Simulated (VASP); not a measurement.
# CdTe (F-43m) in VASP: notebook, part 2 of 2

VASP 6.6.1.

## Step 5: Relaxation of cell and atoms, PBE+D3(BJ)

This run uses another cell than the first one, of 34.67 Å³/atom, 1.053 times its volume.

File INCAR:

```
SYSTEM = CdTe
ALGO     = Normal         ! electronic algorithm
EDIFF    = 1E-7           ! SCF threshold, eV
EDIFFG   = -0.005         ! ionic threshold
ENCUT    = 600            ! plane-wave cutoff, eV
GGA      = PE             ! functional
IBRION   = 2              ! ionic algorithm
ISIF     = 3              ! what is computed and relaxed
ISMEAR   = 0              ! smearing method
IVDW     = 12             ! dispersion correction
LASPH    = .True.         ! aspherical terms in the spheres
LCHARG   = .False.        ! write CHGCAR
LREAL    = .False.        ! projectors in reciprocal space
LWAVE    = .False.        ! write WAVECAR
NELM     = 80             ! most SCF steps
NSW      = 90             ! ionic steps
PREC     = Accurate       ! precision mode
SIGMA    = 0.03           ! smearing width, eV
```

File KPOINTS:

```
k-points
0
Gamma
  8 8 8
  0 0 0
```

File POSCAR:

```
CdTe                                    
1.0
   -0.0000000000      3.2607642610      3.2607642610
    3.2607642610     -0.0000000000      3.2607642610
    3.2607642610      3.2607642610      0.0000000000
  Cd              Te            
     1     1
Direct
     0.0000000000000000    0.0000000000000000    0.0000000000000000
     0.2500000000000000    0.2500000000000000    0.2500000000000000
```

Potentials or basis: VASP PAW PBE potentials, release 64 (Cd, Te).

Command:

```bash
$ cat potpaw_PBE.64/Cd/POTCAR potpaw_PBE.64/Te/POTCAR > POTCAR
$ mpirun -np 1 vasp_std > vasp.out
```

OUTCAR:

```text
SYSTEM = CdTe
   EDIFF = 1E-7
   EDIFFG = -0.005
   ENCUT = 600
   GGA = PE
   IBRION = 2
   ISIF = 3
   ISMEAR = 0
   IVDW = 12
   LASPH = .True.
   LREAL = .False.
   NELM = 80
   NSW = 90
   PREC = Accurate
 IVDW          = 12

 ion  position               nearest neighbor table
   1  0.000  0.000  0.000-   2 2.82   2 2.82   2 2.82   2 2.82
   2  0.250  0.250  0.250-   1 2.82   1 2.82   1 2.82   1 2.82

  LATTYP: Found a face centered cubic cell.
 ALAT       =     6.5215285220

[... 577 lines left out ...]

 Edisp (eV)   -0.66894

 E8    (eV) :    -0.3001

  FORCE on cell =-STRESS in cart. coord.  units (eV):
  Direction    XX          YY          ZZ          XY          YZ          ZX
  --------------------------------------------------------------------------------------
  -------------------------------------------------------------------------------------
  Total      -0.00138    -0.00138    -0.00138     0.00000     0.00000    -0.00000
  in kB      -0.03190    -0.03190    -0.03190     0.00000     0.00000    -0.00000
  external pressure =       -0.03 kB  Pullay stress =        0.00 kB

 VOLUME and BASIS-vectors are now :
 -----------------------------------------------------------------------------
  energy-cutoff  :      600.00
  volume of cell :       69.34
      direct lattice vectors                 reciprocal lattice vectors
     0.000000000  3.260764261  3.260764261    -0.153338285  0.153338285  0.153338285
     3.260764261  0.000000000  3.260764261     0.153338285 -0.153338285  0.153338285
     3.260764261  3.260764261  0.000000000     0.153338285  0.153338285 -0.153338285

 POSITION                                       TOTAL-FORCE (eV/Angst)
 -----------------------------------------------------------------------------------
      0.00000      0.00000      0.00000         0.000000      0.000000      0.000000
      1.63038      1.63038      1.63038        -0.000000     -0.000000     -0.000000
 -----------------------------------------------------------------------------------
    total drift:                               -0.000000     -0.000000     -0.000000

  FREE ENERGIE OF THE ION-ELECTRON SYSTEM (eV)
  ---------------------------------------------------
  free  energy   TOTEN  =        -5.4622438953 eV

  energy  without entropy=       -5.4622438953  energy(sigma->0) =       -5.46224390

 reached required accuracy - stopping structural energy minimisation
```

OSZICAR:

```text
N       E                     dE             d eps       ncg     rms          rms(c)
DAV:   1     0.114295047035E+03    0.11430E+03   -0.91540E+03   754   0.135E+03
DAV:   2    -0.179253342625E+00   -0.11447E+03   -0.10956E+03   849   0.292E+02
DAV:   3    -0.497460899847E+01   -0.47954E+01   -0.47795E+01   894   0.618E+01
DAV:   4    -0.502345077881E+01   -0.48842E-01   -0.48838E-01  1057   0.571E+00
DAV:   5    -0.502369723526E+01   -0.24646E-03   -0.24646E-03   887   0.326E-01    0.540E+00
DAV:   6    -0.480706147330E+01    0.21664E+00   -0.46194E-01   854   0.891E+00    0.444E+00
DAV:   7    -0.479209965837E+01    0.14962E-01   -0.11925E-01   854   0.254E+00    0.173E+00
DAV:   8    -0.479286206276E+01   -0.76240E-03   -0.10417E-02   789   0.142E+00    0.505E-01
DAV:   9    -0.479319981871E+01   -0.33776E-03   -0.96777E-04   884   0.368E-01    0.114E-01
DAV:  10    -0.479326656346E+01   -0.66745E-04   -0.12968E-04   824   0.119E-01    0.540E-02
DAV:  11    -0.479331021382E+01   -0.43650E-04   -0.90279E-05   777   0.684E-02    0.375E-02
DAV:  12    -0.479330877887E+01    0.14350E-05   -0.40413E-06   923   0.187E-02    0.213E-02
DAV:  13    -0.479330857216E+01    0.20671E-06   -0.55924E-07   819   0.423E-03    0.139E-02
DAV:  14    -0.479330849866E+01    0.73496E-07   -0.12293E-06   804   0.831E-03    0.598E-03
DAV:  15    -0.479330851703E+01   -0.18367E-07   -0.82312E-08   597   0.299E-03
   1 F= -.54622439E+01 E0= -.54622439E+01  d E =-.546224E+01
```

Run time: 33 s. Hardware: 1 thread of Intel Xeon Platinum 8488C (Sapphire Rapids), shared host; peak memory 0.26 GiB.

Results:

```
Free energy                : -5.4622 eV
Pressure after relaxing    : 0.0 GPa
Band gap on the k mesh     : 0.71 eV, direct
Dispersion energy per atom : -0.334 eV
```

Final structure:
```
Cd Te
1.0
     0.00000    3.26076    3.26076
     3.26076    0.00000    3.26076
     3.26076    3.26076    0.00000
Cd Te
1 1
Direct
  0.00000 0.00000 0.00000
  0.25000 0.25000 0.25000
```

Caveat: the relaxation stopped at its first step, so nothing moved; spin-orbit coupling is left out, which moves the levels of the heavy elements. As with any semilocal functional, this PBE gap is likely too small.

## Step 6: Relaxation of cell and atoms, r2SCAN

File INCAR:

```
SYSTEM = CdTe
PREC = Accurate
ENCUT = 600
EDIFF = 1E-6
ISMEAR = 0
SIGMA = 0.03
LREAL = .FALSE.
LASPH = .TRUE.
NELM = 80
ALGO = Normal
ISIF = 3
LWAVE = .FALSE.
LCHARG = .FALSE.
METAGGA = R2SCAN
LMIXTAU = .TRUE.
IBRION = 2
NSW = 90
EDIFFG = -0.01
```

File KPOINTS:

```
regular mesh
0
G
  8 8 8
  0 0 0
```

File POSCAR:

```
CdTe
1.0
    0.0000000000      3.2050000000      3.2050000000
    3.2050000000      0.0000000000      3.2050000000
    3.2050000000      3.2050000000      0.0000000000
Cd Te
1 1
Direct
    0.0000000000      0.0000000000      0.0000000000
    0.2500000000      0.2500000000      0.2500000000
```

Potentials or basis: VASP PAW PBE potentials, release 64 (Cd, Te).

Command:

```bash
$ cat potpaw_PBE.64/Cd/POTCAR potpaw_PBE.64/Te/POTCAR > POTCAR
$ mpirun -np 1 vasp_std > vasp.out
```

It took 4.6 min on 1 thread of Intel Xeon Platinum 8488C (Sapphire Rapids), shared host; peak memory 0.25 GiB.

The run converged. Its results:

```
Free energy                            : -46.6444 eV
Relaxed volume                         : 35.30 Å³/atom
Relaxed cell                           : a = 4.639 Å, b = 4.639 Å, c = 4.639 Å, α = 60.00°, β = 60.00°, γ = 60.00°
Space group after relaxing (to 0.05 Å) : F-43m (No. 216)
Energy gained by relaxing              : 23.1 meV/atom
Ionic steps                            : 3
Pressure after relaxing                : 0.0 GPa
Band gap on the k mesh                 : 1.15 eV, direct
```

Step by step:
```tsv
step	energy change (eV)	largest force (eV/Å)	pressure (GPa)	volume (Å³)
1	0.0000	0.0000	3.32	65.84
2	-0.0398	0.0000	-1.02	72.57
3	-0.0462	0.0000	0.01	70.60
```

Final structure:
```
Cd Te
1.0
     0.00000    3.28041    3.28041
     3.28041    0.00000    3.28041
     3.28041    3.28041    0.00000
Cd Te
1 1
Direct
  0.00000 0.00000 0.00000
  0.25000 0.25000 0.25000
```

Levels at points of the mesh, in eV from the valence-band top:
| k point | band 5 | band 6 | band 7 | band 8 | band 9 | band 10 | band 11 | band 12 | band 13 |
| --- | --- | --- | --- | --- | --- | --- | --- | --- | --- |
| (0.00, 0.00, 0.00) | -8.19 | -8.19 | 0.00 | 0.00 | 0.00 | 1.15 | 5.06 | 5.06 | 5.06 |
| (0.50, 0.00, 0.00) | -8.18 | -7.84 | -4.28 | -0.74 | -0.74 | 2.19 | 5.60 | 5.60 | 7.38 |
| (0.50, 0.50, 0.00) | -8.16 | -7.70 | -4.17 | -1.79 | -1.79 | 2.96 | 2.99 | 9.25 | 9.63 |

Caveat: the PAW data sets were made with another functional, which shifts forces and pressure a little; spin-orbit coupling is left out, which moves the levels of the heavy elements. r2SCAN opens gaps a little over a GGA but as a rule still falls short of measured ones.

## Step 7: Overview

| level | gap on the mesh (eV) | pressure (GPa) |
| --- | --- | --- |
| RPBE | 0.60 | 0.0 |
| PBE+D3(BJ) | 0.71 | 0.0 |
| r2SCAN | 1.15 | 0.0 |

Alike in all rows: task relaxation of cell and atoms; potentials or basis VASP PAW PBE potentials, release 64 (Cd, Te); no spin polarisation; cell relaxed; k mesh 8 × 8 × 8; cutoff (eV) 600; smearing gaussian 0.03 eV.

Caveats: spin-orbit coupling is left out, which moves the levels of the heavy elements; the relaxation stopped at its first step, so nothing moved (some runs); the PAW data sets were made with another functional, which shifts forces and pressure a little (some runs).

Absolute energies hang on the potentials; compare differences alone.
